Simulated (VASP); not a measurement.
Runs of VASP 6.6.1 on MgO. Symmetry: Fm-3m, No. 225, cubic system. The conventional cell has a = 4.194 Å, b = 4.194 Å, c = 4.194 Å, α = 90.00°, β = 90.00°, γ = 90.00°. Mg (site symmetry m-3m) is surrounded by 6 O at 2.10 Å. O (site symmetry m-3m) has 6 Mg at 2.10 Å as nearest neighbours. The cell is a database's computed one.

```tsv
level	gap on the mesh (eV)
PBE	4.85
PBEsol	4.76
r2SCAN	5.74
TB-mBJ	(a)
```

Alike in all rows: task band structure; potentials or basis VASP PAW PBE potentials, release 64 (Mg, O); no spin polarisation; cell as given; k mesh 12 × 12 × 12; cutoff (eV) 520; smearing gaussian 0.02 eV.

Estimate the missing entries.

(a) 6.90.

